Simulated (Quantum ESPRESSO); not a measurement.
Al: equation of state with PBEsol

**What was measured.**

From “The interpretation of polycrystalline coherent inelastic neutron scattering from aluminium”, 2013, pmc:3831299, for a bulk crystal of Al: bulk modulus 76.9 GPa.

Al:

```xyz
1
Lattice="0.0000 2.0248 2.0248 2.0248 0.0000 2.0248 2.0248 2.0248 0.0000" Properties=species:S:1:pos:R:3 pbc="T T T"
Al    0.0000    0.0000    0.0000
```

```
Program             : Quantum ESPRESSO 7.5
Task                : equation of state
Functional          : PBEsol
Potentials or basis : PseudoDojo 0.4.1 SR PBEsol standard
Cutoff              : 544 eV
Density cutoff      : 2177 eV
k mesh              : 11 × 11 × 11
Occupations         : fermi-dirac, width 0.05 eV
Spin                : no spin polarisation
```

```
Equilibrium volume                      : 16.18 Å³/atom
Bulk modulus                            : 84 GPa
Pressure derivative of the bulk modulus : 4.5
```

Energy against volume, from the lowest point:
```csv
volume (Å³/atom),energy (meV/atom)
15.607,5.53
15.939,0.83
16.271,0.00
16.603,2.64
16.935,8.40
17.267,16.93
17.599,27.94
```

All runs of the series together: 18 s on 1 thread of Arm Neoverse V1, on a shared host.

Against the measured bulk modulus of Al, 76.9 GPa (quoted in “The interpretation of polycrystalline coherent inelastic neutron scattering from aluminium”, 2013, pmc:3831299), the calculated 84 GPa is off by +9.3 %. The fit is for a static lattice scaled at fixed shape and fixed fractional positions. The cell as given is a measured one (16.60 Å³/atom); PBEsol puts the equilibrium volume -2.6 % from it, thermal expansion not counted.
